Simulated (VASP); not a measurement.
Calculation: r2SCAN meta-GGA, VASP's PBE PAW potentials (set 64) (plane waves; VASP 6.6.1). Each cell was relaxed at this level, without spin-orbit coupling.

Problem. Which of these comes out without a gap?
A) CsBr, Pm-3m (221)
B) Li, Im-3m (229)
C) PbO, P4/nmm (129)
D) BaF2, Fm-3m (225)

Solution. B, Li, Im-3m (229). The others have gaps of 1.77 eV (PbO, P4/nmm (129)), 7.27 eV (BaF2, Fm-3m (225)), 5.18 eV (CsBr, Pm-3m (221)).
